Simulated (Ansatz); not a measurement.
# How strain moves the resistance of the fcc Cu(111) / fcc Rh(111) interface, part 4 of 4

Aim: 2AR of the fcc Cu(111) / fcc Rh(111) interface for nine common in-plane spacings, from one metal's own to the other's.

Ansatz 0.2.0; Ansatz plane-wave DFT, PBE, PAW files; ballistic transport by layer matching (Landauer), zero bias; PAW set soft_1.

So far, twice the interface resistance (2AR, or 2AR* for magnets) (fΩ m²): step 3 (resistance, spacing 1 of 9) 0.846; step 9 (in plane spacing 2.6061 Å, lattice of 3/8 of the way from Cu to …) 0.759; step 11 (in plane spacing 2.6227 Å, lattice of 4/8 of the way from Cu to …) 0.747; step 13 (in plane spacing 2.6393 Å, lattice of 5/8 of the way from Cu to …) 0.733; step 15 (in plane spacing 2.6559 Å, lattice of 6/8 of the way from Cu to …) 0.724.

**17. Resistance, spacing 8 of 9**

This step: Ansatz plane-wave DFT, PBE, PAW files; ballistic transport by layer matching (Landauer), zero bias; specific resistance of one interface, 1/T less the mean of the leads' 1/N; PAW set soft_1 (Ansatz 0.2.0).

This step gave:

```
area resistance                                           : 0.3591 fΩ m²
T over the leads' mean channel count                      : 0.5800
twice the interface resistance (2AR, or 2AR* for magnets) : 0.7182 fΩ m²
```

Twice the interface resistance is 0.718 fΩ m² here, against 0.846 in the first run; 58.0 % of the two leads' mean channel count pass, 53.8 % before.

**18. Transmission, spacing 9 of 9, k-mesh 16×16×1, in plane spacing 2.6892 Å**

The common spacing is 2.689 Å, 8/8 of the way from Cu to Rh; layer distances follow from each metal's atomic volume.

This step: Ansatz plane-wave DFT, PBE, PAW files; ballistic transport by layer matching (Landauer), zero bias; PAW set soft_1 (Ansatz 0.2.0).

The cell differs from the one that the last finished run ended in (a 2.673 → 2.689 Å, b 2.673 → 2.689 Å, c 37.191 → 36.733 Å).

input.yaml reads:

```yaml
crystal:
  lattice:
    - [2.6891977995, 0.0, 0.0]
    - [-1.3445988998, 2.3289136102, 0.0]
    - [0.0, 0.0, 36.7328564418]
  atoms:
    - { symbol: Cu, position: [0.0, 0.0, 0.0272235839] }
    - { symbol: Cu, position: [0.3333333333, 0.6666666667, 0.0785593053] }
    - { symbol: Cu, position: [0.6666666667, 0.3333333333, 0.1298950267] }
    - { symbol: Cu, position: [0.0, 0.0, 0.1812307481] }
    - { symbol: Cu, position: [0.3333333333, 0.6666666667, 0.2325664695] }
    - { symbol: Cu, position: [0.6666666667, 0.3333333333, 0.283902191] }
    - { symbol: Cu, position: [0.0, 0.0, 0.3352379124] }
    - { symbol: Cu, position: [0.3333333333, 0.6666666667, 0.3865736338] }
    - { symbol: Cu, position: [0.6666666667, 0.3333333333, 0.4379093552] }
    - { symbol: Rh, position: [0.0, 0.0, 0.4934649107] }
    - { symbol: Rh, position: [0.3333333333, 0.6666666667, 0.5532403004] }
    - { symbol: Rh, position: [0.6666666667, 0.3333333333, 0.6130156901] }
    - { symbol: Rh, position: [0.0, 0.0, 0.6727910798] }
    - { symbol: Rh, position: [0.3333333333, 0.6666666667, 0.7325664695] }
    - { symbol: Rh, position: [0.6666666667, 0.3333333333, 0.7923418593] }
    - { symbol: Rh, position: [0.0, 0.0, 0.852117249] }
    - { symbol: Rh, position: [0.3333333333, 0.6666666667, 0.9118926387] }
    - { symbol: Rh, position: [0.6666666667, 0.3333333333, 0.9716680284] }
kpoints:
  mp_grid: { grid: [16, 16, 1] }
hamiltonian:
  xc: pbe
  pseudopotentials: { kind: paw, azcp: { folder: soft_1 } }
scf:
  occupations: { method: fermi_dirac, width: 0.1 }
output:
  transmission:
    leads: [[3, 4], [12, 13]]
    kmesh: [44, 44]
    e_range: [-0.06, 0.06]
    de: 0.04
  write_potential: true
  write_density: true
  volumetric_format: npy
```

Command:

```bash
ansatz run input.yaml --threads 4 --pin off --max-ram 15360MiB --backend cpu --events-out ev --progress --plain --runs-dir out
```

Numbers of over 12 decimals in the logs are rounded to 6 here.

The log of the run:

```text
[...]
Crystal: 18 atoms, lattice volume = 230.055 Å³
Basis set: ecut = 420 eV, 4581 PW (Γ)
Bands: 195, of which v1, the nominal top of the filled ones, is band 162 counted from 1 (161 counted from 0)
Symmetry: 12 space group operations
[...]
k-points: 30 of 256
[...]
SCF iter   1: F=—  HF=-117263.633947 eV  |F-HF|=—  |Δ(HF+E_count)|=         —  Δρ=1.49e-1  dr2=1.59e2  ethr=3.10e-3  ⟨swp⟩=4.1  Hψ=17242  notcnv=0  defer=136
[...]
SCF iter  16: F=-117252.466935 eV  HF=-117252.466936 eV  |F-HF|=4.14e-8  |Δ(HF+E_count)|=   1.22e-8  Δρ=3.03e-6  dr2=3.66e-8  ethr=3.09e-11  ⟨swp⟩=1.0  Hψ=13249  notcnv=0
SCF 1 converged in 16 iterations: F = -117252.466935 eV  dr2 = 3.66e-8
[...]
transmission: 645 of 6440 steps passed
transmission: 1291 of 6440 steps passed
[...]
transmission: 6440 of 6440 steps passed
SCF converged after 16 iterations
Free energy (F): -117252.466935 eV
[...]
Internal energy: -117251.956164 eV  (E = F + TS)
E sigma→0 (E₀):  -117252.211550 eV
Entropy (-TS):   -0.510771 eV (-28.376 meV/atom)
Fermi energy:    19.584638 eV
[...]
--- Band table (eV; the first three rows and the last of 30) ---
  k-point 0: bands = [... 158 lower, 18.5013, 18.5320, 18.5320, 18.5417, 18.5417, 18.5909, 18.5909, 18.6911, ... 29 higher]
  k-point 1: bands = [... 158 lower, 18.3137, 18.3141, 18.4063, 18.4971, 18.4992, 18.6328, 18.6483, 18.7447, ... 29 higher]
  k-point 2: bands = [... 158 lower, 18.0923, 18.1263, 18.1491, 18.3709, 18.3742, 18.4903, 18.6234, 18.7212, ... 29 higher]
  k-point 29: bands = [... 158 lower, 19.8885, 19.9384, 19.9435, 20.0992, 20.8863, 21.1774, 21.6233, 22.1152, ... 29 higher]
--- Transmission ---
  basis      : 55 plane waves across, 35 finite elements along
  points     : 184, standing for a mesh of 44 x 44
[...]
channels       : 8.946281e-1 a spin
[...]
slowest decay  : 0.1558 /Å at (0.4091, 0.1591)
[...]
channels       : 1.803719e0 a spin
[...]
slowest decay  : 0.0724 /Å at (0.4091, 0.1591)
  junction   : crystal 0 to crystal 1, 8.79 to 25.11 Å
    transmission   : 7.822457e-1 a spin
[...]
```

Elapsed: 65 s, on 4 threads of Arm Neoverse V1, shared host; peak memory 1.7 GiB; 4.1 min of CPU time.

Numbers from this step:

```yaml
free_energy: -117252.4669 eV
energy_at_zero_smearing: -117252.2115 eV
cell_area: 6.263 Å²
transmission_per_spin_nearest_the_fermi_level: 0.7822
open_channels_per_spin_upper_lead: 1.804
step_of_the_lead_s_potential: 3 meV
step_of_the_upper_lead_s_potential: 3.2 meV
```

Per spin. The transmission, zone mean by energy, zero at the Fermi level:

```tsv
energy (eV)	transmission, zone mean
-0.0600	0.778
-0.0200	0.782
0.0200	0.780
0.0600	0.771
```

Over the solved energies the transmission per spin lies between 0.771 and 0.782, out of 0.896 channels of the lead on average (up to 0.901).

**19. Resistance, spacing 9 of 9**

This step: Ansatz plane-wave DFT, PBE, PAW files; ballistic transport by layer matching (Landauer), zero bias; specific resistance of one interface, 1/T less the mean of the leads' 1/N; PAW set soft_1 (Ansatz 0.2.0).

Numbers from this step:

| Item | Value |
| --- | --- |
| area resistance | 0.3625 fΩ m² |
| T over the leads' mean channel count | 0.5787 |
| twice the interface resistance (2AR, or 2AR* for magnets) | 0.7251 fΩ m² |

Twice the interface resistance is 0.725 fΩ m² here, against 0.846 in the first run; 57.9 % of the two leads' mean channel count pass, 53.8 % before.

**20. Summary of results**

```json
{
 "2AR at 2.556 Å": "0.846 fΩ m²",
 "2AR at 2.573 Å": "0.811 fΩ m²",
 "2AR at 2.589 Å": "0.766 fΩ m²",
 "2AR at 2.606 Å": "0.759 fΩ m²",
 "2AR at 2.623 Å": "0.747 fΩ m²",
 "2AR at 2.639 Å": "0.733 fΩ m²",
 "2AR at 2.656 Å": "0.724 fΩ m²",
 "2AR at 2.673 Å": "0.718 fΩ m²",
 "2AR at 2.689 Å": "0.725 fΩ m²"
}
```

From 2.556 to 2.689 Å the value goes from 0.846 to 0.725 fΩ m², within 0.718 to 0.846 overall. Apart from turns of under 3 %, which the mesh doesn't resolve, it moves one way. Each metal keeps its atomic volume and ideal sites; real films relax a misfit by dislocations once they are thick enough.

[Logs are printed without paths, hosts, clocks, repeated set-up lines and the standing remarks that a program may print on its own settings, such as how far it seeks lower states.]

[Hosts, paths, dates, database ids (printed as entryN), source tags and the programs' standing remarks are cut or masked in the printed files.]
